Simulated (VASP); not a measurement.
Wanted: the native input for a VASP 6.6.1 run.

```
Task                   : single point
Functional             : PBEsol
Potentials or basis    : VASP PAW PBE potentials, release 64 (Au)
Cutoff                 : 520 eV
k mesh                 : 11 × 11 × 6
Occupations            : fermi-dirac, width 0.05 eV
Spin                   : no spin polarisation
Ladder                 : free
Further INCAR settings : ALGO = Normal; EDIFF = 1e-07; NBANDS = 18
```

The structure of Au lies in POSCAR:

```
Au
1.0
    2.9000000000      0.0000000000      0.0000000000
   -1.4500000000      2.5114736710      0.0000000000
    0.0000000000      0.0000000000      4.8800000000
Au
2
Direct
    0.6881910000      0.3520320000      0.2512180000
    0.3221800000      0.6632650000      0.7544700000
```

This isn't the form of Au at room conditions, which is fcc.

The cell isn't the ideal one: atoms moved at random, drawn with an rms of 0.05 Å.

The input as run:

INCAR

```
PREC     = Accurate       # precision mode
ENCUT    = 520            # plane-wave cutoff, eV
EDIFF    = 1E-7           # SCF threshold, eV
ISMEAR   = -1             # smearing method
SIGMA    = 0.05           # smearing width, eV
LREAL    = F              # projectors in reciprocal space
LASPH    = T              # aspherical terms in the spheres
NELM     = 80             # most SCF steps
ALGO     = Normal         # electronic algorithm
ISIF     = 2              # what is computed and relaxed
LWAVE    = F              # write WAVECAR
LCHARG   = F              # write CHGCAR
GGA      = PS             # functional
NBANDS   = 18             # bands
```

KPOINTS

```
regular mesh
0
Gamma
  11 11 6
```

Potentials or basis: VASP PAW PBE potentials, release 64 (Au).

Launch:

```sh
$ cat potpaw_PBE.64/Au/POTCAR > POTCAR
$ mpirun -np 1 vasp_std > vasp.out
```

Results of the run:

- Pressure: -6.6 GPa
- Largest force: 0.087 eV/Å
- Band gap on the k mesh: none (metal or under the smearing width)

Caveat: the PAW data sets were made with another functional, which shifts forces and pressure a little.

It took 76 s on 1 thread of Intel(R) Xeon(R) Platinum 8488C (Sapphire Rapids), on a shared host, peak memory 0.3 GiB.
